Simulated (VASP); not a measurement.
# PbS: equilibrium volume by level of theory

Symmetry: Fm-3m, No. 225, cubic system. The conventional cell has a = 5.931 Å, b = 5.931 Å, c = 5.931 Å, α = 90.00°, β = 90.00°, γ = 90.00°. Around Pb (site symmetry m-3m) lie 6 S at 2.97 Å. Around S (site symmetry m-3m) lie 6 Pb at 2.97 Å.

| rung | level | program and potentials | cutoff (eV) | k mesh | smearing | equilibrium volume (Å³/atom) | notes |
| --- | --- | --- | --- | --- | --- | --- | --- |
| LDA | LDA | VASP, LDA PAW files Pb_d, S, 600 eV | 600 | 8 × 8 × 8 | gaussian 0.03 | 25.00 | - |
| GGA | AM05 | VASP, PBE PAW files Pb_d, S, 600 eV | 600 | 8 × 8 × 8 | gaussian 0.03 | 25.97 | potentials made for PBE |
| GGA | PBE | VASP, PBE PAW files Pb_d, S, 600 eV | 600 | 8 × 8 × 8 | gaussian 0.03 | 27.10 | - |
| GGA + dispersion | PBE+D3(BJ) | VASP, PBE PAW files Pb_d, S, 600 eV | 600 | 8 × 8 × 8 | gaussian 0.03 | 26.12 | - |
| GGA | PBEsol | VASP, PBE PAW files Pb_d, S, 600 eV | 600 | 8 × 8 × 8 | gaussian 0.03 | 25.72 | potentials made for PBE |
| meta-GGA | r2SCAN | VASP, PBE PAW files Pb_d, S, 600 eV | 600 | 8 × 8 × 8 | gaussian 0.03 | 26.67 | potentials made for PBE |

Task: relaxation of cell and atoms. All rows: no spin polarisation. Smearing widths are in eV. Meshes are those of the run's cell of 2 atoms unless a note names another. Relaxations start from the cell shown or near it and stop with a little pressure left. Runs on faulty files, with rough fits or with known faults for this quantity aren't shown. No row holds spin-orbit coupling.

By rung: LDA 25.00; GGA 25.72 to 27.10; GGA + dispersion 26.12; meta-GGA 26.67 (Å³/atom).
